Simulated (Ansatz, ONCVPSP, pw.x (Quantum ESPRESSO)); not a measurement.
# What a changed setting does to a pw.x run (fcc W)

Potential: optimised norm-conserving Vanderbilt (ONCV), ONCVPSP 4.0.1, PBE; core [Kr] 4d10 4f14, reference 5s2 5p6 5d4 6s1.75 6p0.25; waves: 5s+6s: rc 1.80 bohr, ncon 4, nbas 8, qcut 8.4 1/bohr, 2 projectors; 5p+6p: rc 2.10 bohr, ncon 5, nbas 8, qcut 7.8 1/bohr, 2 projectors; 5d: rc 1.90 bohr, ncon 4, nbas 8, qcut 6 1/bohr, 1 projector; local part: polynomial inside 1.70 bohr (lpopt 5, dvloc0 0 Ha); core correction: Teter function, fcfact 4, rcfact 1.3.

The reference run (k-mesh 14³, cutoffs 60/240 Ry, Fermi–Dirac 0.01 Ry, mixing_beta 0.4, conv_thr 1e-9, no spin) gives -2.14 GPa at 16.478 Å³/atom, where all-electron LAPW gives -0.06 GPa. This run, with its own iteration cap, changes smearing to mv.

```
&control
  calculation='scf', prefix='x', pseudo_dir='./', outdir='./tmp', tstress=.true., disk_io='none'
/
&system
  ibrav=0, nat=1, ntyp=1, ecutwfc=60, ecutrho=240, nbnd=15,
  occupations='smearing', smearing='mv', degauss=0.01
/
&electrons
  conv_thr=1e-09, mixing_beta=0.4, electron_maxstep=60
/
ATOMIC_SPECIES
W 1.0 W.UPF
CELL_PARAMETERS angstrom
  0.00000000 2.01972156 2.01972156
  2.01972156 0.00000000 2.01972156
  2.01972156 2.01972156 0.00000000
ATOMIC_POSITIONS crystal
W 0.0000 0.0000 0.0000
K_POINTS automatic
14 14 14 0 0 0
```

```bash
pw.x < W.scf.in > W.scf.out
```

**Question.** How does the run end?

**Answer.** It converges in 7 iterations; the free energy moves by +38.2 meV/atom and the pressure by -0.45 GPa. This scheme is built to cancel the term in the square of the width that Fermi–Dirac smearing leaves in the F of a metal.

```
Message from routine setup:
     using ibrav=0 with symmetry is DISCOURAGED, use correct ibrav instead
     lattice parameter (alat)  =       5.3977  a.u.
     unit-cell volume          =     111.1991 (a.u.)^3
     number of electrons       =        14.00
     number of Kohn-Sham states=           15
     kinetic-energy cutoff     =      60.0000  Ry
     charge density cutoff     =     240.0000  Ry
     scf convergence threshold =      1.0E-09
     Exchange-correlation= PBE
     number of k points=   104  Marzari-Vanderbilt smearing, width (Ry)=  0.0100
     iteration #  1     ecut=    60.00 Ry     beta= 0.40
     total energy              =    -146.85630605 Ry
     estimated scf accuracy    <       0.04840967 Ry
     iteration #  2     ecut=    60.00 Ry     beta= 0.40
     total energy              =    -146.85735655 Ry
     estimated scf accuracy    <       0.00658871 Ry
     iteration #  3     ecut=    60.00 Ry     beta= 0.40
     total energy              =    -146.85814928 Ry
     estimated scf accuracy    <       0.00037300 Ry
     iteration #  4     ecut=    60.00 Ry     beta= 0.40
     total energy              =    -146.85816617 Ry
     estimated scf accuracy    <       0.00000302 Ry
     iteration #  5     ecut=    60.00 Ry     beta= 0.40
     total energy              =    -146.85816702 Ry
     estimated scf accuracy    <       0.00000025 Ry
     iteration #  6     ecut=    60.00 Ry     beta= 0.40
     total energy              =    -146.85816703 Ry
     estimated scf accuracy    <          2.6E-09 Ry
     iteration #  7     ecut=    60.00 Ry     beta= 0.40
     the Fermi energy is    20.9968 ev
!    total energy              =    -146.85816704 Ry
     estimated scf accuracy    <          9.0E-11 Ry
     smearing contrib. (-TS)   =       0.00016073 Ry
     The total energy is F=E-TS. E is the sum of the following terms:
     one-electron contribution =     -18.90735586 Ry
     hartree contribution      =      16.96418743 Ry
     xc contribution           =     -27.19197997 Ry
     ewald contribution        =    -117.72317937 Ry
     convergence has been achieved in   7 iterations
          total   stress  (Ry/bohr**3)                   (kbar)     P=      -25.90
     Message from routine punch:
     Nothing written, as per user request (disk_io='none')
```

The run took about 34 s on one core of a shared host (Intel(R) Xeon(R) Processor @ 2.60GHz, 24 threads, 31 GiB, load 12).
